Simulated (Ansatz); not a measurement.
Runs of Ansatz 0.2.0 on ZrC. It takes space group Fm-3m (No. 225, cubic). Conventional cell: a = 4.730 Å, b = 4.730 Å, c = 4.730 Å, α = 90.00°, β = 90.00°, γ = 90.00°. Around Zr (site symmetry m-3m) lie 6 C at 2.37 Å. C (site symmetry m-3m) is surrounded by 6 Zr at 2.37 Å. 

```csv
task,level,potentials or basis,spin,cell,k mesh,cutoff (eV),gap on the mesh (eV),pressure (GPa),relaxed volume (Å³/atom)
band structure,PBEsol,"all-electron LAPW, relativistic spinors","SOC, no magnetisation",as given,7 × 7 × 7,258,-,-8.5,-
band structure,LDA,"all-electron LAPW, relativistic spinors","SOC, no magnetisation",as given,7 × 7 × 7,257,-,-12.4,-
relaxation of cell and atoms,PBEsol+D4,"all-electron LAPW, scalar-relativistic",off,relaxed,10 × 10 × 10,-,-,0.0,12.62
phonons,PBEsol,"all-electron LAPW, scalar-relativistic",off,as given,7 × 7 × 7,268,none,-,-
band structure,RPBE,"all-electron LAPW, scalar-relativistic",off,as given,10 × 10 × 10,254,-,(b),-
relaxation of cell and atoms,BLYP,"all-electron LAPW, scalar-relativistic",off,relaxed,10 × 10 × 10,-,-,0.0,(a)
phonons,LDA,"all-electron LAPW, scalar-relativistic",off,as given,7 × 7 × 7,267,none,-,-
```

Alike in all rows: smearing fermi-dirac 0.05 eV; basis error allowed 0.001 eV/atom.

Estimate the missing entries.

(a) 13.49; (b) 0.4.

Caveats: the k mesh is thin for a metal, which can move the energy by tens of meV per atom (some runs); a metal's response needs a denser mesh (some runs).

A k mesh can miss the band edges, and rows without SOC leave out spin-orbit coupling on Zr.

A gap of «none» marks a metal or a gap under the smearing width.

Runs at the PBE level aren't shown here.
